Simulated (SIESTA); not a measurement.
The system is Ta.

```xyz
1
Lattice="-1.6513 1.6513 1.6513 1.6513 -1.6513 1.6513 1.6513 1.6513 -1.6513" Properties=species:S:1:pos:R:3 pbc="T T T"
Ta    0.0000    0.0000    0.0000
```

Base run:

```yaml
Program: SIESTA 5.4.2
Functional: vdW-DF-cx
Potentials_or_basis: PseudoDojo 0.4 standard (PBE files)
Basis: DZP (energy shift 0.002 Ry)
Grid_cutoff: 800 Ry
Energy_shift: 0.002 Ry
k_mesh: 11 × 11 × 11
Occupations: fermi-dirac, width 0.05 eV
Spin: no spin polarisation
```

Its results: band gap on the k mesh none (metal or under the smearing width); pressure -2.8 GPa.

Problem. The run is repeated on the same cell with these changes: functional from vdW-DF-cx to PBE. What comes out?

Solution. Band gap on the k mesh none (metal or under the smearing width); pressure 3.5 GPa.

Caveats: semicore shells carry a single zeta, which can move pressures by several GPa and volumes by a few percent; the basis of atomic orbitals isn't converged, which shifts pressures, moduli and gaps; the potentials were made for another functional, which shifts forces and pressure (some runs).

Not every run made on this cell is shown here.
